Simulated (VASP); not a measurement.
Write the native input for VASP 6.6.1 that does the following.

| Item | Value |
| --- | --- |
| Task | band structure |
| Functional | r2SCAN50 |
| Potentials or basis | VASP PAW PBE potentials, release 64 (Zn, S) |
| Cutoff | 520 eV |
| k mesh | 4 × 4 × 3 |
| Occupations | fermi-dirac, width 0.05 eV |
| Spin | no spin polarisation |
| Grid for exact exchange (PRECFOCK) | Fast |
| Exchange at q = 0 | default |
| Further INCAR settings | ALGO = Normal; EDIFF = 1e-07 |

ZnS (Wurtzite-2H):

```
CELL_PARAMETERS angstrom
3.81100 0.00000 0.00000
-1.90550 3.30042 0.00000
0.00000 0.00000 6.23400
ATOMIC_POSITIONS crystal
Zn 0.66667 0.33333 0.50000
Zn 0.33333 0.66667 0.00000
S 0.66667 0.33333 0.88500
S 0.33333 0.66667 0.38500
```

These files were run (other wordings do the same):

POSCAR

```
ZnS
1.0
    3.8110000000      0.0000000000      0.0000000000
   -1.9055000000      3.3004228138      0.0000000000
    0.0000000000      0.0000000000      6.2340000000
Zn S
2 2
Direct
    0.6666666667      0.3333333333      0.5000000000
    0.3333333333      0.6666666667      0.0000000000
    0.6666666667      0.3333333333      0.8850000000
    0.3333333333      0.6666666667      0.3850000000
```

INCAR.step1

```
  PREC = Accurate
  ENCUT = 520
  EDIFF = 1E-5
  ISMEAR = -1
  SIGMA = 0.05
  LREAL = False
  LASPH = True
  NELM = 100
  ALGO = Normal
  ISIF = 2
  LWAVE = True
  LCHARG = False
  GGA = PE
```

INCAR.step2

```
  PREC = Accurate
  ENCUT = 520
  EDIFF = 1E-7
  ISMEAR = -1
  SIGMA = 0.05
  LREAL = False
  LASPH = True
  NELM = 100
  ALGO = Normal
  ISIF = 2
  LWAVE = False
  LCHARG = False
  METAGGA = R2SCAN
  LHFCALC = True
  AEXX = 0.5
  LMIXTAU = True
  PRECFOCK = Fast
  ISTART = 1
```

KPOINTS

```
regular mesh
0
Gamma
  4 4 3
```

KPOINTS_OPT

```
path GMKGALHA,LM,KH
10
line-mode
reciprocal
 0.0000000000  0.0000000000  0.0000000000  G
 0.5000000000  0.0000000000  0.0000000000  M

 0.5000000000  0.0000000000  0.0000000000  M
 0.3333333333  0.3333333333  0.0000000000  K

 0.3333333333  0.3333333333  0.0000000000  K
 0.0000000000  0.0000000000  0.0000000000  G

 0.0000000000  0.0000000000  0.0000000000  G
 0.0000000000  0.0000000000  0.5000000000  A

 0.0000000000  0.0000000000  0.5000000000  A
 0.5000000000  0.0000000000  0.5000000000  L

 0.5000000000  0.0000000000  0.5000000000  L
 0.3333333333  0.3333333333  0.5000000000  H

 0.3333333333  0.3333333333  0.5000000000  H
 0.0000000000  0.0000000000  0.5000000000  A

 0.5000000000  0.0000000000  0.5000000000  L
 0.5000000000  0.0000000000  0.0000000000  M

 0.3333333333  0.3333333333  0.0000000000  K
 0.3333333333  0.3333333333  0.5000000000  H
```

Potentials or basis: VASP PAW PBE potentials, release 64 (Zn, S).

Launch:

```bash
$ cat potpaw_PBE.64/Zn/POTCAR potpaw_PBE.64/S/POTCAR > POTCAR
$ cp INCAR.step1 INCAR
$ mpirun -np 1 vasp_std > vasp.out
$ cp INCAR.step2 INCAR
$ mpirun -np 1 vasp_std > vasp.out
```

Results of the run:

The pressure is 0.2 GPa and the largest force is 0.332 eV/Å.

Caveat: the k mesh is coarse (spacing up to 0.48 Å⁻¹), so the values aren't converged, least of all with exact exchange; an unscreened hybrid on a path of extra k points without a Coulomb cutoff has errors near the mesh points, so the bands along the path aren't reliable; the PAW data sets were made with another functional, which shifts forces and pressure a little.

Run time: 44 min on 1 thread of Intel(R) Xeon(R) Platinum 8559C (Emerald Rapids), with other jobs on the host, peak memory 0.21 GiB.
